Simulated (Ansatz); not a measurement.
Crystal: SiO2.

```
Si O
1.0
    -2.83790    2.83790    5.66021
     2.83790   -2.83790    5.66021
     2.83790    2.83790   -5.66021
Si O
4 8
Direct
  0.87500 0.26362 0.88862
  0.01362 0.62500 0.88862
  0.73638 0.12500 0.11138
  0.37500 0.98638 0.11138
  0.63373 0.13373 0.50000
  0.46788 0.96788 0.93575
  0.03212 0.53212 0.06425
  0.11627 0.11627 0.00000
  0.88373 0.88373 0.00000
  0.86627 0.36627 0.50000
  0.28212 0.71788 0.00000
  0.71788 0.28212 0.00000
```

The cell comes from a database or a generator and needn't be the stable form of this composition.

Program: Ansatz 0.2.0. Alike in all runs: task band structure; potentials or basis Ansatz PAW; no spin polarisation; cell as given; k mesh 7 × 7 × 7; smearing fermi-dirac 0.05 eV.

Q: Order these runs on this cell by their band gap on the k mesh, lowest first.
A. level LDA; cutoff (eV) 420
B. level r2SCAN; cutoff (eV) 500
C. level PBEsol; cutoff (eV) 420

A: A (4.66 eV), C (4.82 eV), B (5.46 eV).

